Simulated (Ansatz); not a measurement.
A surface is cut from this relaxed crystal of TiAl₂:

```yaml
crystal:
  lattice:
    - [1.95033, -6.02628, 0.00000]
    - [1.95033, 6.02628, 0.00000]
    - [0.00000, 0.00000, 3.97242]
  atoms:
    - { symbol: Ti, position: [0.65622, 0.34378, 0.00000] }
    - { symbol: Ti, position: [0.34378, 0.65622, 0.00000] }
    - { symbol: Al, position: [0.00000, 0.00000, 0.00000] }
    - { symbol: Al, position: [0.82710, 0.17290, 0.50000] }
    - { symbol: Al, position: [0.17290, 0.82710, 0.50000] }
    - { symbol: Al, position: [0.50000, 0.50000, 0.50000] }
```

Miller indices refer to the conventional cell of Cmmm (No. 65), a = 3.901 Å, b = 12.053 Å, c = 3.972 Å, α = 90.00°, β = 90.00°, γ = 90.00°.

The (110) slab of 13 planes, 7.4 Å thick with 15 Å of vacuum as cut; outer planes Al (top) and Al (bottom).

Computed with DFT PBEsol, scalar-relativistic, plane waves, PAW in Ansatz. Settings: cutoff 420 eV, Γ-centred mesh 9×6×1 on the computed 13-atom cell, Gaussian smearing of 0.10 eV; no spin polarisation. The cell repeats along c with a dipole correction in the vacuum.

The slab isn't stoichiometric (Ti4Al9), so its surface energy depends on the chemical potentials; it is given with the excess atoms taken from the element's standard state, a limit at which the compound may itself be unstable, so the figure can be too low. The slab's middle planes relax by over 3 % too, so it holds no bulk-like region.

Results for the relaxed slab:

| Property | Result |
| --- | --- |
| Surface energy with the excess atoms taken from the elements | 1.98 J/m² |
| Work function | 4.57 eV |

Relaxation lowers the energy by 0.070 J/m² a face; the largest move is 0.109 Å.

```tsv
plane (bottom to top)	atoms	spacing to next, bulk (Å)	relaxed (Å)	change (%)
1	Al	0.642	0.643	+0.2
2	Al	0.634	0.605	-4.6
3	Ti	0.580	0.498	-14.0
4	Al	0.580	0.776	+33.8
5	Ti	0.634	0.516	-18.6
6	Al	0.642	0.665	+3.6
7	Al	0.642	0.665	+3.6
8	Al	0.634	0.516	-18.6
9	Ti	0.580	0.776	+33.8
10	Al	0.580	0.498	-14.0
11	Ti	0.634	0.605	-4.6
12	Al	0.642	0.643	+0.2
13	Al
```